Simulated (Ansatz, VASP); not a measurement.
## LiH in VASP and in Ansatz

Contents of POSCAR:

```
LiH
1.0
    0.0000000000      2.0367500000      2.0367500000
    2.0367500000      0.0000000000      2.0367500000
    2.0367500000      2.0367500000      0.0000000000
Li H
1 1
Direct
    0.0000000000      0.0000000000      0.0000000000
    0.5000000000      0.5000000000      0.5000000000
```

File INCAR.step1:

```
PREC     = Accurate       # precision mode
ENCUT    = 520            # plane-wave cutoff, eV
ISMEAR   = 0              # smearing method
SIGMA    = 0.02           # smearing width, eV
LREAL    = F              # projectors in reciprocal space
LASPH    = T              # aspherical terms in the spheres
NELM     = 150            # most SCF steps
ISPIN    = 2              # spin polarisation
MAGMOM   = 0.5 0          # initial moments
NBANDS   = 13             # bands
GGA      = PE             # functional
ALGO     = Normal         # electronic algorithm
EDIFF    = 1E-4           # SCF threshold, eV
LWAVE    = T              # write WAVECAR
LCHARG   = F              # write CHGCAR
```

The input INCAR.step2:

```
PREC     = Accurate       # precision mode
ENCUT    = 520            # plane-wave cutoff, eV
EDIFF    = 1E-6           # SCF threshold, eV
ISMEAR   = 0              # smearing method
SIGMA    = 0.02           # smearing width, eV
LREAL    = F              # projectors in reciprocal space
LASPH    = T              # aspherical terms in the spheres
NELM     = 150            # most SCF steps
ALGO     = Normal         # electronic algorithm
ISIF     = 2              # what is computed and relaxed
LWAVE    = F              # write WAVECAR
LCHARG   = T              # write CHGCAR
ISPIN    = 2              # spin polarisation
MAGMOM   = 0.5 0          # initial moments
LORBIT   = 11             # projections on sites
METAGGA  = R2SCAN         # meta-GGA
LMIXTAU  = T            
IVDW     = 12             # dispersion correction
VDW_S6   = 1.0          
VDW_S8   = 0.78981345   
VDW_A1   = 0.49484001   
VDW_A2   = 5.73083694   
LELF     = T              # ELF
LVHAR    = T            
NBANDS   = 13             # bands
ISTART   = 1
```

The input KPOINTS:

```
regular mesh
0
Gamma
  11 11 11
```

Contents of input.yaml:

```yaml
crystal:
  lattice:
    - [0.0, 2.03675, 2.03675]
    - [2.03675, 0.0, 2.03675]
    - [2.03675, 2.03675, 0.0]
  atoms:
    - { symbol: Li, position: [0.0, 0.0, 0.0], spin: 0.5 }
    - { symbol: H, position: [0.5, 0.5, 0.5] }
hamiltonian:
  xc: r2scan
  pseudopotentials: { kind: nc, accuracy: stringent, xc_functional: pbesol }
  dispersion: d3bj
magnetization:
  spin_polarized: true
kpoints:
  mp_grid: { grid: [11, 11, 11] }
scf:
  occupations: { method: gaussian, width: 0.02 }
  n_extra_bands: 6
output:
  forces: true
  stress: true
  eigenvalues: true
  dos: { projected: true, de: 0.05, nscf_kmesh: { grid: [17, 17, 17] } }
```

Alike in both runs: functional r2SCAN; dispersion D3(BJ); k mesh 11 × 11 × 11; occupations gaussian, width 0.02 eV; collinear spin.

|  | VASP | Ansatz |
| --- | --- | --- |
| version | VASP 6.6.1 | Ansatz 0.2.0 |
| potentials or method | VASP PAW PBE potentials, release 64 (Li_sv, H) | PseudoDojo stringent (PBEsol files) |
| plane-wave cutoff (eV) | 520 | 1306 |
| valence electrons in the cell | 4 | 4 |
| task | single point | projected density of states |

Ansatz gave:

- gap on the k mesh at the Fermi level (eV): 3.86
- least direct gap on the mesh (eV): 3.86
- net moment per atom (μB): 0.00
- dispersion energy (meV/atom): -75.1

Question: What did VASP give for the same quantities?

Answer: gap on the k mesh at the Fermi level (eV): 3.80; least direct gap on the mesh (eV): 3.80; net moment per atom (μB): 0.00; dispersion energy (meV/atom): -75.0.

Caveats: an odd mesh through Γ misses points on the zone boundary, where band edges often lie (VASP); the meta-GGA runs on potentials made for a GGA (Ansatz); odd divisions of the mesh miss points on the zone boundary, where band edges often lie, so the gap on the mesh can be too wide (Ansatz); the density of states is complete only up to the lowest level of the last band computed (Ansatz). r2SCAN opens gaps a little over a GGA but as a rule still falls short of measured ones.
